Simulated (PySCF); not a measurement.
The system is CdS (Hawleyite).

```
Cd S
1.0
     0.00000    2.91650    2.91650
     2.91650    0.00000    2.91650
     2.91650    2.91650    0.00000
Cd S
1 1
Direct
  0.00000 0.00000 0.00000
  0.75000 0.75000 0.75000
```

Base run:

* Program: PySCF 2.14.0
* Functional: PBE
* Potentials or basis: DZVP-MOLOPT-SR/GTH-PBE (potentials made for PBE)
* k mesh: 8 × 8 × 8
* Occupations: fermi-dirac, width 0.05 eV
* Spin: no spin polarisation

Its results: band gap on the k mesh 1.12 eV, direct.

The run is repeated on the same cell with these changes: functional from PBE to PBEsol. What comes out?

Band gap on the k mesh 0.95 eV, direct.

Caveats: the basis of atomic orbitals isn't converged, which shifts pressures, moduli and gaps.

A k mesh can miss the band edges.

Not every run made on this cell is shown here.
